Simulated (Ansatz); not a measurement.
Al3Cu:

```
Cu Al
1.0
     2.77841    0.00000    0.00000
     0.00000    2.77841    0.00000
     0.00000    0.00000    7.51340
Cu Al
1 3
Cartesian
  0.0000 0.0000 0.0000
  1.3892 1.3892 5.8145
  1.3892 1.3892 1.6989
  0.0000 0.0000 3.7567
```

The cell comes from a database or a generator and needn't be the stable form of this composition.

Base run:

| Item | Value |
| --- | --- |
| Program | Ansatz 0.2.0 |
| Functional | PBEsol |
| Potentials or basis | all-electron LAPW, scalar-relativistic |
| Cutoff | 242 eV |
| Density cutoff | 968 eV |
| Basis error allowed | 0.001 eV/atom |
| k mesh | 10 × 10 × 4 |
| Occupations | fermi-dirac, width 0.05 eV |
| Spin | no spin polarisation |

Its results: pressure 1.0 GPa; largest force 0.207 eV/Å.

Q: The run is repeated on the same cell with these changes: functional from PBEsol to LDA; basis error allowed from 0.001 eV/atom to 0.002 eV/atom. What comes out?

A: Pressure -2.0 GPa; largest force 0.316 eV/Å.

Not every run made on this cell is shown here.
